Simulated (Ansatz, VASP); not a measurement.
CdS: VASP beside Ansatz

```
Cd S
1.0
     0.00000    2.34982    2.34982
     2.34982    0.00000    2.34982
     2.34982    2.34982    0.00000
Cd S
1 1
Direct
  0.00000 0.00000 0.00000
  0.50000 0.50000 0.50000
```

Change from the starting cell: volume scaled by 0.64, PAW files.

Alike in both runs: task single point; functional r2SCAN; k mesh 14 × 14 × 14; occupations fermi-dirac, width 0.05 eV; no spin polarisation.

|  | VASP | Ansatz |
| --- | --- | --- |
| version | VASP 6.6.1 | Ansatz 0.2.0 |
| potentials or method | VASP PAW PBE potentials, release 64 (Cd, S) | PAW with Ansatz's default frozen-core files, scalar-relativistic |
| plane-wave cutoff (eV) | 520 | 500 |
| valence electrons in the cell | 18 | 26 |

```csv
,VASP,Ansatz,Ansatz less VASP
pressure (GPa),105.5,101.6,-3.83
```

The two sets of potentials don't hold the same shells in valence.

Caveats: the cell as given lies far from equilibrium; so large a pressure means that the cell lies far from this level's equilibrium, or that cutoff or potentials fall short (VASP); the potentials were made for another functional, which shifts forces and pressure (VASP).
